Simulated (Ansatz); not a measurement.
Input and command of a plane-wave DFT calculation in Ansatz:

```yaml
crystal:
  lattice:
    - [4.023579445, 0.0, 0.0]
    - [0.0, 4.023579445, 0.0]
    - [0.0, 0.0, 2.82770517]
  atoms:
    - { symbol: Fe, position: [0.5, 0.5, 0.0], spin: 2.6 }
    - { symbol: Fe, position: [0.5, 0.0, 0.5], spin: 2.87 }
    - { symbol: Fe, position: [0.0, 0.5, 0.5], spin: 2.87 }
    - { symbol: Co, position: [0.0, 0.0, 0.0], spin: 1.99 }
basis:
  ecutwfc: 420
kpoints:
  mp_grid: { grid: [6, 6, 8] }
hamiltonian:
  xc: { preset: hse06, exx: 0.35 }
scf:
  occupations: { method: gaussian, width: 0.1 }
output:
  forces: true
  stress: true
  eigenvalues: true
  populations: true
magnetization:
  spin_polarized: true
```

```bash
ansatz run input.yaml --threads 1 --pin off --max-ram 2560MiB --backend cpu --events-out ev --progress --plain --runs-dir out
```

Processor: Intel(R) Xeon(R) Platinum 8375C CPU @ 2.90GHz (Ice Lake), 1 thread, on a host shared with other jobs.

**Question.** How long does it run, and how much memory does it take?

**Answer.** About 8.4 min on 1 thread of Intel(R) Xeon(R) Platinum 8375C CPU @ 2.90GHz (Ice Lake) (shared host), peak memory 1.9 GiB. It solves 46 bands at 50 k points (the mesh reduced by symmetry) with about 913 plane waves, in 51 SCF iterations.
